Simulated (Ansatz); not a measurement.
# Ta: the cost of one run

Method: DFT PBE, scalar-relativistic, plane waves, PAW, in Ansatz 0.2.0.

5 further runs of the same task are left out: 2 that didn't finish, 3 set aside as unsound or not needed. Runs told in other sessions of the task aren't counted.

### 1 The structure to begin with

Symmetry: Im-3m, No. 229, cubic system. The conventional cell has a = 3.319 Å, b = 3.319 Å, c = 3.319 Å, α = 90.00°, β = 90.00°, γ = 90.00°. Around Ta (site symmetry m-3m) lie 8 Ta at 2.87 Å.

As a file:

```cif
data_structure
_symmetry_space_group_name_H-M 'Im-3m'
_symmetry_Int_Tables_number 229
_cell_length_a 3.3188
_cell_length_b 3.3188
_cell_length_c 3.3188
_cell_angle_alpha 90.000
_cell_angle_beta 90.000
_cell_angle_gamma 90.000
_cell_volume 36.55
loop_
_atom_site_label
_atom_site_type_symbol
_atom_site_symmetry_multiplicity
_atom_site_Wyckoff_symbol
_atom_site_fract_x
_atom_site_fract_y
_atom_site_fract_z
_atom_site_occupancy
Ta1 Ta 2 a 0.00000 0.00000 0.00000 1
```

It is built from the cell relaxed beforehand with the same method (18.28 Å³/atom).

### 2 Zero of the scan

The input, input.yaml:

```yaml
crystal:
  lattice:
    - [-1.6593948201, 1.6593948201, 1.6593948201]
    - [1.6593948201, -1.6593948201, 1.6593948201]
    - [3.3187896402, 3.3187896402, 0.0]
  atoms:
    - { symbol: Ta, position: [0.0, 0.0, 0.0] }
    - { symbol: Ta, position: [0.5, 0.5, 0.5] }
basis:
  ecutwfc: 420
kpoints:
  mp_grid: { grid: [22, 22, 14] }
hamiltonian:
  xc: pbe
scf:
  occupations: { method: gaussian, width: 0.15 }
output:
  forces: true
  stress: true
  eigenvalues: true
```

The run is started by

```console
ansatz run input.yaml --threads 2 --pin off --max-ram 5120MiB --backend cpu --events-out ev --progress --plain --runs-dir out
```

**Question.** How long does this run take on 2 threads of Intel Xeon at 2.50GHz (Skylake/Cascade Lake), shared host, and how much memory does it need?

About 35 s, with a peak of 0.79 GiB.
